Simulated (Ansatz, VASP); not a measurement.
**Two plane-wave programs on ZrS**

The input POSCAR:

```
ZrS
1.0
    0.0000000000      2.6250000000      2.6250000000
    2.6250000000      0.0000000000      2.6250000000
    2.6250000000      2.6250000000      0.0000000000
Zr S
1 1
Direct
    0.0000000000      0.0000000000      0.0000000000
    0.5000000000      0.5000000000      0.5000000000
```

File INCAR.step1:

```
PREC = Accurate ; ENCUT = 520
ISMEAR = 0 ; SIGMA = 0.1
LREAL = False ; LASPH = True
NELM = 100 ; NBANDS = 16
GGA = PE ; ALGO = Normal
EDIFF = 1E-4 ; LWAVE = True
LCHARG = False
```

INCAR.step2

```
PREC = Accurate ; ENCUT = 520
EDIFF = 1E-7 ; ISMEAR = 0
SIGMA = 0.1 ; LREAL = False
LASPH = True ; NELM = 100
ALGO = Normal ; ISIF = 2
LWAVE = False ; LCHARG = False
METAGGA = R2SCAN ; LMIXTAU = True
NBANDS = 16 ; ISTART = 1
```

Contents of KPOINTS:

```
regular mesh
0
Gamma
  4 4 4
```

Input for Ansatz:

```yaml
crystal:
  lattice:
    - [0.0, 2.625, 2.625]
    - [2.625, 0.0, 2.625]
    - [2.625, 2.625, 0.0]
  atoms:
    - { symbol: Zr, position: [0.0, 0.0, 0.0] }
    - { symbol: S, position: [0.5, 0.5, 0.5] }
basis:
  ecutwfc: 500
kpoints:
  mp_grid: { grid: [4, 4, 4] }
hamiltonian:
  xc: r2scan
scf:
  occupations: { method: gaussian, width: 0.1 }
output:
  forces: true
  stress: true
  eigenvalues: true
```

Alike in both runs: task single point; functional r2SCAN; k mesh 4 × 4 × 4; occupations gaussian, width 0.1 eV; no spin polarisation.

```csv
,VASP,Ansatz
version,VASP 6.6.1,Ansatz 0.2.0
potentials or method,"VASP PAW PBE potentials, release 64 (Zr_sv, S)","scalar-relativistic, plane waves, PAW"
plane-wave cutoff (eV),520,500
valence electrons in the cell,18,18
```

|  | VASP | Ansatz | Ansatz less VASP |
| --- | --- | --- | --- |
| gap on the k mesh at the Fermi level (eV) | none | none | - |
| pressure (GPa) | -2.4 | -2.4 | 0.00 |

A gap of «none» marks a metal or a gap that the smearing closes. With one functional, cell and mesh, what is left measures potentials, basis and numerics.

Caveats: the k mesh is coarse (spacing up to 0.52 Å⁻¹), so the values aren't converged; the PAW data sets were made with another functional, which shifts forces and pressure a little (VASP).
